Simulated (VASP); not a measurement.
# Te2Mo (Pm) in VASP: further runs

The runs below take Te2Mo through band structure, optical spectrum, density of states, electric field gradients, core levels, with PBE.

Everything below comes from runs of VASP 6.6.1. Logs are shortened: lines on timing, memory, paths and dates and some standing lists are left out, and cuts for length are marked.

**1. Starting point**

The structure is monoclinic, space group Pm (No. 6). Conventional cell: a = 6.346 Å, b = 3.494 Å, c = 14.866 Å, α = 90.00°, β = 92.12°, γ = 90.00°. Around Te (site symmetry m) lie 3 Mo at 2.82 to 2.84 Å. Te (site symmetry m) is surrounded by 3 Mo at 2.82 to 2.84 Å. Around Te (site symmetry m) lie 3 Mo at 2.70 to 2.71 Å. Te (site symmetry m) has 3 Mo at 2.70 to 2.71 Å as nearest neighbours. Te (site symmetry m) has 3 Mo at 2.70 to 2.71 Å as nearest neighbours. Around Te (site symmetry m) lie 3 Mo at 2.70 to 2.71 Å. Around Te (site symmetry m) lie 3 Mo at 2.82 to 2.84 Å. Te (site symmetry m) has 3 Mo at 2.82 to 2.84 Å as nearest neighbours.

The cell is a database's computed one.

**2. Band structure, PBE**

Contents of INCAR:

```
  PREC = Accurate
  ENCUT = 600
  EDIFF = 1E-6
  ISMEAR = -1
  SIGMA = 0.05
  LREAL = False
  LASPH = True
  NELM = 100
  ALGO = Normal
  ISIF = 2
  LWAVE = False
  LCHARG = False
  LMAXMIX = 4
  GGA = PE
  NBANDS = 64
```

Contents of KPOINTS:

```
regular mesh
0
Gamma
  3 6 2
```

Contents of POSCAR:

```
Te2Mo
1.0
    6.3464495577      0.0000000000      0.0000000000
    0.0000000000      3.4942155400      0.0000000000
   -0.5490254083      0.0000000000     14.8561586148
Te Mo
8 4
Direct
    0.0630865700      0.5000000000      0.4013918100
    0.9362609700      0.0000000000      0.5989235800
    0.5672046900      0.0000000000      0.3620628100
    0.4325395100      0.5000000000      0.6382740100
    0.0910474500      0.0000000000      0.1379227500
    0.9094538900      0.5000000000      0.8617520200
    0.5810927600      0.5000000000      0.0985498300
    0.4193469800      0.0000000000      0.9011539900
    0.3196862200      0.0000000000      0.5068268200
    0.6797845000      0.5000000000      0.4935200200
    0.1814915000      0.5000000000      0.0065316300
    0.8190039500      0.0000000000      0.9930897200
```

Contents of KPOINTS_OPT:

```
path GYHCEM1AXH1,MDZ,YD
20
line-mode
reciprocal
 0.0000000000  0.0000000000  0.0000000000  G
 0.0000000000  0.0000000000  0.5000000000  Y

 0.0000000000  0.0000000000  0.5000000000  Y
-0.4927891831  0.0000000000  0.5426307308  H

-0.4927891831  0.0000000000  0.5426307308  H
-0.5000000000  0.0000000000  0.5000000000  C

-0.5000000000  0.0000000000  0.5000000000  C
-0.5000000000  0.5000000000  0.5000000000  E

-0.5000000000  0.5000000000  0.5000000000  E
-0.5072108169  0.5000000000  0.4573692692  M1

-0.5072108169  0.5000000000  0.4573692692  M1
-0.5000000000  0.5000000000  0.0000000000  A

-0.5000000000  0.5000000000  0.0000000000  A
-0.5000000000  0.0000000000  0.0000000000  X

-0.5000000000  0.0000000000  0.0000000000  X
-0.5072108169  0.0000000000  0.4573692692  H1

-0.4927891831  0.5000000000  0.5426307308  M
 0.0000000000  0.5000000000  0.5000000000  D

 0.0000000000  0.5000000000  0.5000000000  D
 0.0000000000  0.5000000000  0.0000000000  Z

 0.0000000000  0.0000000000  0.5000000000  Y
 0.0000000000  0.5000000000  0.5000000000  D
```

Potentials or basis: VASP PAW PBE potentials, release 64 (Te, Mo_sv).

On the command line:

```bash
cat potpaw_PBE.64/Te/POTCAR potpaw_PBE.64/Mo_sv/POTCAR > POTCAR
mpirun -np 1 vasp_std > vasp.out
```

OUTCAR:

```text
PREC = Accurate
   ENCUT = 600
   EDIFF = 1E-6
   ISMEAR = -1
   LREAL = False
   LASPH = True
   NELM = 100
   ISIF = 2
   GGA = PE

 ion  position               nearest neighbor table
   1  0.063  0.500  0.401-   9 2.82   9 2.82  10 2.84   2 3.54   2 3.54   3 3.63   3 3.63
   2  0.936  0.000  0.599-  10 2.82  10 2.82   9 2.84   1 3.54   1 3.54   4 3.63   4 3.63
   3  0.567  0.000  0.362-  10 2.70  10 2.70   9 2.71   1 3.63   1 3.63
   4  0.433  0.500  0.638-   9 2.70   9 2.70  10 2.71   2 3.63   2 3.63
   5  0.091  0.000  0.138-  11 2.70  11 2.70  12 2.71   7 3.63   7 3.63
   6  0.909  0.500  0.862-  12 2.70  12 2.70  11 2.71   8 3.63   8 3.63
   7  0.581  0.500  0.099-  12 2.82  12 2.82  11 2.84   8 3.53   8 3.53   5 3.63   5 3.63
   8  0.419  0.000  0.901-  11 2.82  11 2.82  12 2.84   7 3.53   7 3.53   6 3.63   6 3.63
   9  0.320  0.000  0.507-   4 2.70   4 2.70   3 2.71   1 2.82   1 2.82   2 2.84  10 2.89  10 2.89

  10  0.680  0.500  0.494-   3 2.70   3 2.70   4 2.71   2 2.82   2 2.82   1 2.84   9 2.89   9 2.89

  11  0.181  0.500  0.007-   5 2.70   5 2.70   6 2.71   8 2.82   8 2.82   7 2.84  12 2.89  12 2.89

  12  0.819  0.000  0.993-   6 2.70   6 2.70   5 2.71   7 2.82   7 2.82   8 2.84  11 2.89  11 2.89

  LATTYP: Found a simple monoclinic cell.
 ALAT       =     6.3464495577
 B/A-ratio  =     0.5505780056
 C/A-ratio  =     2.3424593439
 COS(beta)  =    -0.0369308709

  Lattice vectors:

 A1 = (   6.3464495577,   0.0000000000,   0.0000000000)
 A2 = (   0.0000000000,   3.4942155400,   0.0000000000)
 A3 = (  -0.5490254083,   0.0000000000,  14.8561586148)

Analysis of symmetry for initial positions (statically):
=====================================================================
 Subroutine PRICEL returns:
 Original cell was already a primitive cell.

 Routine SETGRP: Setting up the symmetry group for a
 simple monoclinic supercell.

 Subroutine GETGRP returns: Found  2 space group operations
 (whereof  2 operations were pure point group operations)
 out of a pool of  4 trial point group operations.

The static configuration has the point symmetry C_1h.

Analysis of symmetry for dynamics (positions and initial velocities):
=====================================================================
 Subroutine PRICEL returns:
 Original cell was already a primitive cell.

 Routine SETGRP: Setting up the symmetry group for a
 simple monoclinic supercell.

 Subroutine GETGRP returns: Found  2 space group operations
 (whereof  2 operations were pure point group operations)
 out of a pool of  4 trial point group operations.

The dynamic configuration has the point symmetry C_1h.

 Subroutine INISYM returns: Found  2 space group operations
 (whereof  2 operations are pure point group operations),
 and found     1 'primitive' translations

----------------------------------------------------------------------------------------

                                     Primitive cell

  volume of cell :     329.4481

  direct lattice vectors                    reciprocal lattice vectors
     6.346449558  0.000000000  0.000000000     0.157568415  0.000000000  0.005823111
     0.000000000  3.494215540  0.000000000     0.000000000  0.286187268  0.000000000
    -0.549025408  0.000000000 14.856158615     0.000000000  0.000000000  0.067312152

  length of vectors
     6.346449558  3.494215540 14.866300067     0.157675978  0.286187268  0.067312152

  position of ions in fractional coordinates (direct lattice)
     0.063086570  0.500000000  0.401391810
     0.936260970  0.000000000  0.598923580
     0.567204690  0.000000000  0.362062810
     0.432539510  0.500000000  0.638274010
     0.091047450  0.000000000  0.137922750
     0.909453890  0.500000000  0.861752020
     0.581092760  0.500000000  0.098549830
     0.419346980  0.000000000  0.901153990
     0.319686220  0.000000000  0.506826820
     0.679784500  0.500000000  0.493520020
     0.181491500  0.500000000  0.006531630
     0.819003950  0.000000000  0.993089720

  ion indices of the primitive-cell ions
   primitive index   ion index
                 1           1
                 2           2
                 3           3
                 4           4
                 5           5
                 6           6
                 7           7
                 8           8
                 9           9
                10          10
                11          11
                12          12

----------------------------------------------------------------------------------------

 KPOINTS: regular mesh

Automatic generation of k-mesh.
 Grid dimensions read from file:
 generate k-points for:    3    6    2

 Generating k-lattice:

  Cartesian coordinates                     Fractional coordinates (reciprocal lattice)
     0.052522805  0.000000000  0.001941037     0.333333333  0.000000000  0.000000000
     0.000000000  0.047697878  0.000000000     0.000000000  0.166666667  0.000000000
     0.000000000  0.000000000  0.033656076     0.000000000  0.000000000  0.500000000

  Length of vectors
     0.052558659  0.047697878  0.033656076

  Shift w.r.t. Gamma in fractional coordinates (k-lattice)
     0.000000000  0.000000000  0.000000000

 Subroutine IBZKPT returns following result:
 ===========================================

 Found     16 irreducible k-points:

 Following reciprocal coordinates:
            Coordinates               Weight
  0.000000  0.000000  0.000000      1.000000
  0.333333  0.000000  0.000000      2.000000
  0.000000  0.166667  0.000000      2.000000
  0.333333  0.166667  0.000000      4.000000
  0.000000  0.333333  0.000000      2.000000
  0.333333  0.333333  0.000000      4.000000
[... 8 lines left out ...]
  0.000000  0.500000  0.500000      1.000000
  0.333333  0.500000  0.500000      2.000000
   k-points           NKPTS =     16   k-points in BZ     NKDIM =     16   number of bands    NBANDS=     64
   number of dos      NEDOS =    301   number of ions     NIONS =     12
   total plane-waves  NPLWV = 181440
   dimension x,y,z NGX =    54 NGY =   28 NGZ =  120
   dimension x,y,z NGXF=   108 NGYF=   56 NGZF=  240
   ions per type =               8   4
   NGX,Y,Z   is equivalent  to a cutoff of  14.15, 13.32, 13.42 a.u.
   NGXF,Y,Z  is equivalent  to a cutoff of  28.29, 26.64, 26.84 a.u.
 SYSTEM =  unknown system
   PREC   = accura    normal or accurate (medium, high low for compatibility)
   ISTART =      0    job   : 0-new  1-cont  2-samecut
   ICHARG =      2    charge: 1-file 2-atom 10-const
   ISPIN  =      1    spin polarized calculation?
   LNONCOLLINEAR =      F non collinear calculations
   LSORBIT =      F    spin-orbit coupling
   LASPH  =      T    aspherical Exc in radial PAW
   ENCUT  =  600.0 eV  44.10 Ry    6.64 a.u.  12.68  6.98 29.69*2*pi/ulx,y,z
   NELM   =    100;   NELMIN=  2; NELMDL= -5     # of ELM steps
   EDIFF  = 0.1E-05   stopping-criterion for ELM
   LREAL  =      F    real-space projection
   EDIFFG = 0.1E-04   stopping-criterion for IOM
   NSW    =      0    number of steps for IOM
   IBRION =     -1    ionic relax: 0-MD 1-quasi-New 2-CG
   NFREE  =      0    steps in history (QN), initial steepest desc. (CG)
   ISIF   =      2    stress and relaxation
   ISYM   =      2    0-nonsym 1-usesym 2-fastsym
   POTIM  = 0.5000    time-step for ionic-motion
   TEBEG  =    0.0;   TEEND  =   0.0 temperature during run
   PSTRESS=    0.0 pullay stress
   NELECT =     104.0000    total number of electrons
   NUPDOWN=      -1.0000    fix difference up-down
   EMIN   =  10.00;   EMAX   =-10.00  energy-range for DOS
   EFERMI =   0.00;   METHOD = LEGACY
   ISMEAR =    -1;   SIGMA  =   0.05  broadening in eV -4-tet -1-fermi 0-gaus
   EFERMI_NEDOS =   21; number of points for ismear=-14 and -15
   IALGO  =     38    algorithm
   IMIX   =      4    mixing-type and parameters
     AMIX     =   0.40;   BMIX     =  1.00
     AMIX_MAG =   1.60;   BMIX_MAG =  1.00
  volume/ion in A,a.u.               =      27.45       185.27
  Fermi-wavevector in a.u.,A,eV,Ry     =   1.114697  2.106472 16.905918  1.242550
  Thomas-Fermi vector in A             =   2.251295
   LORBIT       =      0    0 simple, 1 ext, 2 COOP (PROOUT), +10 PAW based schemes
   GGA     = PE    functional components
   LHFCALC =     F    Hartree Fock is set to
   AEXX    =    0.0000 exact exchange contribution
   IVDW    =     0    specifies the selected vdW correction
   LEPSILON=     F    determine dielectric tensor
   LRPA    =     F    only Hartree local field effects (RPA)
 non-spin polarized calculation
  energy-cutoff  :      600.00
  volume of cell :      329.45
 maximum number of plane-waves:     11036
 NGX is ok and might be reduce to    54
   NGX = 25   NGY = 13   NGZ = 59

 number of electron     103.9999998 magnetization

 Free energy of the ion-electron system (eV)
  ---------------------------------------------------
  ext. energy  EPLUGINS =         0.00000000
  ---------------------------------------------------
  free energy    TOTEN  =       -71.98327362 eV

  energy without entropy =      -71.95961733  energy(sigma->0) =      -71.97144547

 E-fermi :   7.1235     XC(G=0):  -9.8579

 val. band max:        7.0896883538   @ k =   0.0000   0.1667   0.5000
 cond. band min:       7.1597327965   @ k =   0.0000   0.0000   0.0000
 fundamental gap:      0.0700444427
 Fermi energy:         7.1234521514

 k-point     1 :       0.0000    0.0000    0.0000
  band No.  band energies     occupation
      1     -53.9112      2.00000
      2     -53.9030      2.00000
      3     -53.8521      2.00000
      4     -53.8441      2.00000
      5     -28.1574      2.00000
      6     -28.1493      2.00000
[... 56 lines left out ...]
     63      10.2186      0.00000
     64      10.3192      0.00000

 k-point     2 :       0.3333    0.0000    0.0000
  band No.  band energies     occupation
      1     -53.9110      2.00000
      2     -53.9028      2.00000
      3     -53.8523      2.00000
      4     -53.8442      2.00000
      5     -28.1520      2.00000
      6     -28.1438      2.00000
[... 994 lines left out ...]
     63       9.4748      0.00000
     64       9.4756      0.00000

------------------------ aborting loop because EDIFF is reached ----------------------------------------

  FORCE on cell =-STRESS in cart. coord.  units (eV):
  Direction    XX          YY          ZZ          XY          YZ          ZX
  --------------------------------------------------------------------------------------
  -------------------------------------------------------------------------------------
  Total        1.5014420     -0.0061376      2.3746223      0.0000000      0.0000000      0.0024071
  in kB        7.3018363     -0.0298486     11.5483002      0.0000000      0.0000000      0.0117063
  external PRESSURE =       6.2734293 kB  Pullay stress =       0.0000000 kB

 VOLUME and BASIS-vectors are now :
 -----------------------------------------------------------------------------
  energy-cutoff  :      600.00
  volume of cell :      329.45
      direct lattice vectors                 reciprocal lattice vectors
     6.346449558  0.000000000  0.000000000     0.157568415  0.000000000  0.005823111
     0.000000000  3.494215540  0.000000000     0.000000000  0.286187268  0.000000000
    -0.549025408  0.000000000 14.856158615     0.000000000  0.000000000  0.067312152

 POSITION                                       TOTAL-FORCE (eV/Angst)
 -----------------------------------------------------------------------------------
      0.18000      1.74711      5.96314        -0.053773      0.000000     -0.029068
      5.61311      0.00000      8.89770         0.063308      0.000000      0.030051
      3.40095      0.00000      5.37886         0.027978      0.000000     -0.208805
      2.39466      1.74711      9.48230        -0.038572      0.000000      0.210073
      0.50210      0.00000      2.04900         0.026902      0.000000      0.217529
      5.29868      1.74711     12.80232        -0.027865      0.000000     -0.227102
      3.63377      1.74711      1.46407        -0.059562      0.000000      0.030711
      2.16661      0.00000     13.38769         0.062643      0.000000     -0.035496
      1.75061      0.00000      7.52950        -0.026248      0.000000     -0.087961
      4.04326      1.74711      7.33181         0.027298      0.000000      0.084045
      1.14824      1.74711      0.09703         0.027125      0.000000     -0.078097
      4.65254      0.00000     14.75350        -0.029234      0.000000      0.094118
 -----------------------------------------------------------------------------------
    total drift:                               -0.000043      0.000000     -0.000004

  FREE ENERGIE OF THE ION-ELECTRON SYSTEM (eV)
  ---------------------------------------------------
  free  energy   TOTEN  =       -71.9832736190 eV

  energy  without entropy=      -71.9596173264  energy(sigma->0) =      -71.97144547
```

Wall time 44 min (1 thread of AMD EPYC 9R45 (Zen 5), shared host); peak memory 0.67 GiB.

What came out:

```
Free energy             : -71.9833 eV
Pressure                : 0.6 GPa
Largest force           : 0.229 eV/Å
Band gap along the path : none (metal or under the smearing width)
```

Forces in eV/Å, atoms in the order of the input:
```
Te  -0.054  0.000 -0.029
Te   0.063  0.000  0.030
Te   0.028  0.000 -0.209
Te  -0.039  0.000  0.210
Te   0.027  0.000  0.218
Te  -0.028  0.000 -0.227
Te  -0.060  0.000  0.031
Te   0.063  0.000 -0.035
Mo  -0.026  0.000 -0.088
Mo   0.027  0.000  0.084
Mo   0.027  0.000 -0.078
Mo  -0.029  0.000  0.094
```

Stress tensor (GPa, compression positive):
```
0.73 0.00 0.00
0.00 0.00 0.00
0.00 0.00 1.15
```

Levels at the corners of the path, in eV from the Fermi level:
| point | band 50 | band 51 | band 52 | band 53 | band 54 | band 55 |
| --- | --- | --- | --- | --- | --- | --- |
| Γ | -0.15 | 0.04 | 0.13 | 0.60 | 0.77 | 1.03 |
| Y | -0.20 | 0.08 | 0.08 | 0.65 | 0.67 | 1.04 |
| Y | -0.20 | 0.08 | 0.08 | 0.65 | 0.67 | 1.04 |
| H | -0.72 | -0.65 | -0.60 | 0.14 | 0.15 | 0.98 |
| H | -0.72 | -0.65 | -0.60 | 0.14 | 0.15 | 0.98 |
| C | -0.72 | -0.65 | -0.60 | 0.14 | 0.15 | 0.98 |
| C | -0.72 | -0.65 | -0.60 | 0.14 | 0.15 | 0.98 |
| E | -0.91 | -0.88 | -0.88 | 1.05 | 1.05 | 1.06 |
| E | -0.91 | -0.88 | -0.88 | 1.05 | 1.05 | 1.06 |
| M1 | -0.91 | -0.88 | -0.88 | 1.05 | 1.05 | 1.06 |
| M1 | -0.91 | -0.88 | -0.88 | 1.05 | 1.05 | 1.06 |
| A | -0.91 | -0.88 | -0.88 | 1.05 | 1.05 | 1.06 |
| A | -0.91 | -0.88 | -0.88 | 1.05 | 1.05 | 1.06 |
| X | -0.72 | -0.71 | -0.68 | 0.12 | 0.14 | 0.99 |
| X | -0.72 | -0.71 | -0.68 | 0.12 | 0.14 | 0.99 |
| H1 | -0.72 | -0.65 | -0.60 | 0.14 | 0.15 | 0.98 |
| M | -0.91 | -0.88 | -0.88 | 1.05 | 1.05 | 1.06 |
| D | -1.45 | -1.42 | -1.41 | 1.12 | 1.12 | 1.15 |
| D | -1.45 | -1.42 | -1.41 | 1.12 | 1.12 | 1.15 |
| Z | -1.42 | -1.41 | -1.41 | 1.11 | 1.11 | 1.16 |
| Y | -0.20 | 0.08 | 0.08 | 0.65 | 0.67 | 1.04 |
| D | -1.45 | -1.42 | -1.41 | 1.12 | 1.12 | 1.15 |

Caveat: spin-orbit coupling is left out, which moves the levels of the heavy elements; this functional lacks dispersion, which binds the layers, so the pressure and a relaxed spacing across them are unreliable.

(Continued in part 2 of 3.)
